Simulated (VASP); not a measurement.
# RbBr (Pm-3m) in VASP: further runs

The runs below take RbBr through single point, with r2SCAN.

Program: VASP 6.6.1. These are calculated values, not measurements. Logs are shortened: lines on timing, memory, paths and dates and some standing lists are left out, and cuts for length are marked.

## 1. The crystal as given

Symmetry: Pm-3m, No. 221, cubic system. Conventional cell: a = 4.126 Å, b = 4.126 Å, c = 4.126 Å, α = 90.00°, β = 90.00°, γ = 90.00°. Around Rb (site symmetry m-3m) lie 8 Br at 3.57 Å. Br (site symmetry m-3m) has 8 Rb at 3.57 Å as nearest neighbours.

The cell comes from a database or a generator and needn't be the stable form of this composition.

## 2. Single point, r2SCAN

INCAR reads:

```
PREC     = Accurate       # precision mode
ENCUT    = 500            # plane-wave cutoff, eV
EDIFF    = 1E-6           # SCF threshold, eV
ISMEAR   = 0              # smearing method
SIGMA    = 0.05           # smearing width, eV
LREAL    = F              # projectors in reciprocal space
LASPH    = T              # aspherical terms in the spheres
NELM     = 100            # most SCF steps
ALGO     = Normal         # electronic algorithm
ISIF     = 2              # what is computed and relaxed
LWAVE    = F              # write WAVECAR
LCHARG   = F              # write CHGCAR
METAGGA  = R2SCAN         # meta-GGA
LMIXTAU  = T            
ADDGRID  = F
```

KPOINTS reads:

```
Automatic mesh
0
Gamma
  7 7 7
```

POSCAR reads:

```
RbBr
1.0
    4.1260773000      0.0000000000      0.0000000000
    0.0000000000      4.1260773000      0.0000000000
    0.0000000000      0.0000000000      4.1260773000
Rb Br
1 1
Direct
    0.0000000000      0.0000000000      0.0000000000
    0.5000000000      0.5000000000      0.5000000000
```

Potentials or basis: VASP PAW PBE potentials, release 64 (Rb_sv, Br).

On the command line:

```
$ cat potpaw_PBE.64/Rb_sv/POTCAR potpaw_PBE.64/Br/POTCAR > POTCAR
$ mpirun -np 1 vasp_std > vasp.out
```

OUTCAR:

```text
PREC = Accurate
   ENCUT = 500
   EDIFF = 1E-6
   ISMEAR = 0
   LREAL = F
   LASPH = T
   NELM = 100
   ISIF = 2
   METAGGA = R2SCAN

 Found     20 irreducible k-points:

 Following reciprocal coordinates:
            Coordinates               Weight
  0.000000  0.000000  0.000000      1.000000
  0.142857  0.000000  0.000000      6.000000
  0.285714  0.000000  0.000000      6.000000
  0.428571  0.000000  0.000000      6.000000
  0.142857  0.142857  0.000000     12.000000
  0.285714  0.142857  0.000000     24.000000
   k-points           NKPTS =     20   k-points in BZ     NKDIM =     20   number of bands    NBANDS=     12
   number of dos      NEDOS =    301   number of ions     NIONS =      2
   total plane-waves  NPLWV =  27000
   dimension x,y,z NGX =    30 NGY =   30 NGZ =   30
   dimension x,y,z NGXF=    60 NGYF=   60 NGZF=   60
   ions per type =               1   1
   NGX,Y,Z   is equivalent  to a cutoff of  12.09, 12.09, 12.09 a.u.
   NGXF,Y,Z  is equivalent  to a cutoff of  24.17, 24.17, 24.17 a.u.
 SYSTEM =  unknown system
   PREC   = accura    normal or accurate (medium, high low for compatibility)
   ISTART =      0    job   : 0-new  1-cont  2-samecut
   ICHARG =      2    charge: 1-file 2-atom 10-const
   ISPIN  =      1    spin polarized calculation?
   LNONCOLLINEAR =      F non collinear calculations
   LSORBIT =      F    spin-orbit coupling
   LASPH  =      T    aspherical Exc in radial PAW
   ENCUT  =  500.0 eV  36.75 Ry    6.06 a.u.   7.52  7.52  7.52*2*pi/ulx,y,z
   NELM   =    100;   NELMIN=  2; NELMDL= -5     # of ELM steps
   EDIFF  = 0.1E-05   stopping-criterion for ELM
   LREAL  =      F    real-space projection
   EDIFFG = 0.1E-04   stopping-criterion for IOM
   NSW    =      0    number of steps for IOM
   IBRION =     -1    ionic relax: 0-MD 1-quasi-New 2-CG
   NFREE  =      0    steps in history (QN), initial steepest desc. (CG)
   ISIF   =      2    stress and relaxation
   ISYM   =      2    0-nonsym 1-usesym 2-fastsym
   POTIM  = 0.5000    time-step for ionic-motion
   TEBEG  =    0.0;   TEEND  =   0.0 temperature during run
   PSTRESS=    0.0 pullay stress
   NELECT =      16.0000    total number of electrons
   NUPDOWN=      -1.0000    fix difference up-down
   EMIN   =  10.00;   EMAX   =-10.00  energy-range for DOS
   EFERMI =   0.00;   METHOD = LEGACY
   ISMEAR =     0;   SIGMA  =   0.05  broadening in eV -4-tet -1-fermi 0-gaus
   EFERMI_NEDOS =   21; number of points for ismear=-14 and -15
   IALGO  =     38    algorithm
   IMIX   =      4    mixing-type and parameters
     AMIX     =   0.40;   BMIX     =  1.00
     AMIX_MAG =   1.60;   BMIX_MAG =  1.00
  volume/ion in A,a.u.               =      35.12       237.02
  Fermi-wavevector in a.u.,A,eV,Ry     =   0.999795  1.889338 13.600238  0.999589
  Thomas-Fermi vector in A             =   2.132108
   LORBIT       =      0    0 simple, 1 ext, 2 COOP (PROOUT), +10 PAW based schemes
   METAGGA = R2SCAN    functional components
   LHFCALC =     F    Hartree Fock is set to
   AEXX    =    0.0000 exact exchange contribution
   IVDW    =     0    specifies the selected vdW correction
   LEPSILON=     F    determine dielectric tensor
   LRPA    =     F    only Hartree local field effects (RPA)
 non-spin polarized calculation
 Gauss-broadening in eV      SIGMA  =   0.05
  energy-cutoff  :      500.00
  volume of cell :       70.24
 maximum number of plane-waves:      1806
 NGX is ok and might be reduce to    30
   NGX = 15   NGY = 15   NGZ = 15

 number of electron      16.0000005 magnetization

 Free energy of the ion-electron system (eV)
  ---------------------------------------------------
  ext. energy  EPLUGINS =         0.00000000
  ---------------------------------------------------
  free energy    TOTEN  =       -31.11036469 eV

  energy without entropy =      -31.11036469  energy(sigma->0) =      -31.11036469

 E-fermi :  -0.8310     XC(G=0):  -8.3260

 val. band max:       -1.0722335487   @ k =   0.4286   0.4286   0.0000
 cond. band min:       3.7816449408   @ k =   0.0000   0.0000   0.0000
 fundamental gap:      4.8538784895
 Fermi energy:        -0.8309811921

 k-point     1 :       0.0000    0.0000    0.0000
  band No.  band energies     occupation
      1     -26.9398      2.00000
      2     -14.1059      2.00000
      3     -10.3769      2.00000
      4     -10.3769      2.00000
      5     -10.3769      2.00000
      6      -1.2036      2.00000
      7      -1.2036      2.00000
      8      -1.2036      2.00000
      9       3.7816      0.00000
     10       5.0661      0.00000
     11       5.0661      0.00000
     12       9.6720      0.00000

 k-point     2 :       0.1429    0.0000    0.0000
  band No.  band energies     occupation
      1     -26.9358      2.00000
      2     -14.1038      2.00000
      3     -10.4033      2.00000
      4     -10.3680      2.00000
      5     -10.3680      2.00000
      6      -1.5743      2.00000
      7      -1.2161      2.00000
      8      -1.2161      2.00000
      9       4.2704      0.00000
     10       5.2245      0.00000
     11       5.5269      0.00000
     12       9.5638      0.00000

 k-point     3 :       0.2857    0.0000    0.0000
  band No.  band energies     occupation
      1     -26.9270      2.00000
      2     -14.1006      2.00000
      3     -10.4569      2.00000
      4     -10.3480      2.00000
      5     -10.3480      2.00000
      6      -2.2468      2.00000
      7      -1.2451      2.00000
      8      -1.2451      2.00000
      9       5.3489      0.00000
     10       5.6771      0.00000
     11       6.6000      0.00000
     12       9.4552      0.00000

 k-point     4 :       0.4286    0.0000    0.0000
  band No.  band energies     occupation
      1     -26.9199      2.00000
      2     -14.0995      2.00000
      3     -10.4940      2.00000
      4     -10.3318      2.00000
      5     -10.3318      2.00000
      6      -2.6926      2.00000
      7      -1.2695      2.00000
      8      -1.2695      2.00000
      9       6.2694      0.00000
     10       6.4908      0.00000
     11       7.3091      0.00000
     12       8.5239      0.00000

 k-point     5 :       0.1429    0.1429    0.0000
  band No.  band energies     occupation
      1     -26.9320      2.00000
      2     -14.0959      2.00000
      3     -10.4358      2.00000
      4     -10.3684      2.00000
      5     -10.3597      2.00000
      6      -1.6659      2.00000
      7      -1.4285      2.00000
      8      -1.2186      2.00000
      9       4.6681      0.00000
     10       5.5040      0.00000
     11       5.8197      0.00000
     12       9.1273      0.00000

 k-point     6 :       0.2857    0.1429    0.0000
  band No.  band energies     occupation
      1     -26.9233      2.00000
      2     -14.0791      2.00000
      3     -10.4927      2.00000
      4     -10.3802      2.00000
      5     -10.3409      2.00000
      6      -2.1900      2.00000
      7      -1.4709      2.00000
      8      -1.2255      2.00000
      9       5.5293      0.00000
     10       5.8996      0.00000
     11       6.7907      0.00000
     12       8.8308      0.00000

 [... further k-points ...]

------------------------ aborting loop because EDIFF is reached ----------------------------------------

  FORCE on cell =-STRESS in cart. coord.  units (eV):
  Direction    XX          YY          ZZ          XY          YZ          ZX
  --------------------------------------------------------------------------------------
  -------------------------------------------------------------------------------------
  Total        0.0134130      0.0134130      0.0134130      0.0000000      0.0000000     -0.0000000
  in kB        0.3059307      0.3059307      0.3059307      0.0000000      0.0000000     -0.0000000
  external PRESSURE =       0.3059307 kB  Pullay stress =       0.0000000 kB

 VOLUME and BASIS-vectors are now :
 -----------------------------------------------------------------------------
  energy-cutoff  :      500.00
  volume of cell :       70.24
      direct lattice vectors                 reciprocal lattice vectors
     4.126077300  0.000000000  0.000000000     0.242360947  0.000000000  0.000000000
     0.000000000  4.126077300  0.000000000     0.000000000  0.242360947  0.000000000
     0.000000000  0.000000000  4.126077300     0.000000000  0.000000000  0.242360947

 POSITION                                       TOTAL-FORCE (eV/Angst)
 -----------------------------------------------------------------------------------
      0.00000      0.00000      0.00000         0.000000      0.000000      0.000000
      2.06304      2.06304      2.06304         0.000000      0.000000      0.000000
 -----------------------------------------------------------------------------------
    total drift:                                0.000000      0.000000     -0.000000

  FREE ENERGIE OF THE ION-ELECTRON SYSTEM (eV)
  ---------------------------------------------------
  free  energy   TOTEN  =       -31.1103646865 eV

  energy  without entropy=      -31.1103646865  energy(sigma->0) =      -31.11036469
```

Wall time 35 s (1 thread of Intel Xeon 6975P-C (Granite Rapids), shared host); peak memory 0.17 GiB.

These settings aren't checked as converged: the numbers below hold their error.

What came out:

| Item | Value |
| --- | --- |
| Free energy | -31.1104 eV |
| Pressure | 0.0 GPa |
| Band gap on the k mesh | 4.85 eV, indirect (least direct gap 4.99 eV) |

Caveat: the PAW data sets were made with another functional, which shifts forces and pressure a little; an odd mesh through Γ misses points on the zone boundary, where band edges often lie.

## 3. Single point, r2SCAN

Changes to INCAR since step 2:

```diff
@@ -1,3 +1,3 @@
 PREC     = Accurate       # precision mode
-ENCUT    = 500            # plane-wave cutoff, eV
+ENCUT    = 400            # plane-wave cutoff, eV
 EDIFF    = 1E-6           # SCF threshold, eV
```

KPOINTS reads:

```
Automatic mesh
0
Gamma
  8 8 8
```

POSCAR is that of step 2.

Potentials or basis: VASP PAW PBE potentials, release 64 (Rb_sv, Br).

On the command line:

```
$ cat potpaw_PBE.64/Rb_sv/POTCAR potpaw_PBE.64/Br/POTCAR > POTCAR
$ mpirun -np 1 vasp_std > vasp.out
```

Run time: 41 s. Hardware: 1 thread of Intel Xeon 6975P-C (Granite Rapids), shared host; peak memory 0.17 GiB.

The run converged, but some of its settings lie outside the range that counts as converged, so its numbers aren't taken as properties of the crystal.

Results:

* Free energy: -31.1104 eV
* Pressure: 0.0 GPa
* Band gap on the k mesh: 4.83 eV, indirect (least direct gap 4.99 eV)

Caveat: the PAW data sets were made with another functional, which shifts forces and pressure a little.
